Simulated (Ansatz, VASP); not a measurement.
## SiC in VASP and in Ansatz

INCAR

```
SYSTEM = SiC
  ALGO = Normal
  EDIFF = 1E-6
  ENCUT = 520
  GGA = PE
  ISIF = 2
  ISMEAR = 0
  LASPH = .True.
  LCHARG = .True.
  LELF = .True.
  LREAL = .False.
  LVHAR = .True.
  LWAVE = .False.
  NBANDS = 16
  NELM = 100
  PREC = Accurate
  SIGMA = 0.05
```

The input KPOINTS:

```
k-points
0
Gamma
  12 12 6
  0 0 0
```

The input POSCAR:

```
SiC
1.0
    2.8444250947      0.0000000000      0.0000000000
   -1.4222125473      2.4633443912      0.0000000000
    0.0000000000      0.0000000000      4.6680994832
Si C
2 2
Direct
    0.3333333333      0.6666666667      0.0045635313
    0.6666666667      0.3333333333      0.5045635313
    0.3333333333      0.6666666667      0.3804364687
    0.6666666667      0.3333333333      0.8804364687
```

Input for Ansatz:

```yaml
crystal:
  lattice:
    - [2.8444250947, 0.0, 0.0]
    - [-1.4222125473, 2.4633443912, 0.0]
    - [0.0, 0.0, 4.6680994832]
  atoms:
    - { symbol: Si, position: [0.3333333333, 0.6666666667, 0.0045635313] }
    - { symbol: Si, position: [0.6666666667, 0.3333333333, 0.5045635313] }
    - { symbol: C, position: [0.3333333333, 0.6666666667, 0.3804364687] }
    - { symbol: C, position: [0.6666666667, 0.3333333333, 0.8804364687] }
basis:
  ecutwfc: 420
kpoints:
  mp_grid: { grid: [12, 12, 6] }
hamiltonian:
  xc: pbe
scf:
  occupations: { method: gaussian, width: 0.05 }
output:
  forces: true
  stress: true
  eigenvalues: true
```

Change from the starting cell: strain -0.080 along x and y, -0.080 along z, atoms carried along.

Alike in both runs: task single point; functional PBE; k mesh 12 × 12 × 6; occupations gaussian, width 0.05 eV; no spin polarisation.

|  | VASP | Ansatz |
| --- | --- | --- |
| version | VASP 6.6.1 | Ansatz 0.2.0 |
| potentials or method | VASP PAW PBE potentials, release 64 (Si, C) | scalar-relativistic, plane waves, PAW |
| plane-wave cutoff (eV) | 520 | 420 |
| valence electrons in the cell | 16 | 16 |

|  | VASP | Ansatz | Ansatz less VASP |
| --- | --- | --- | --- |
| gap on the k mesh at the Fermi level (eV) | 1.81 | 1.81 | +0.005 |
| least direct gap on the mesh (eV) | 4.44 | 4.45 | +0.009 |
| pressure (GPa) | 86.0 | 86.3 | +0.24 |
| largest component of the traceless stress (GPa) | 1.80 | 1.80 | -0.002 |
| rms of the force components (eV/Å) | 0.029 | 0.029 | +0.0004 |

Atom by atom the forces differ by 0.000 eV/Å (rms over components). With one functional, cell and mesh, what is left measures potentials, basis and numerics.

Caveats: the cell as given lies far from equilibrium; so large a pressure means that the cell lies far from this level's equilibrium, or that cutoff or potentials fall short (VASP). A k mesh can miss the band edges.
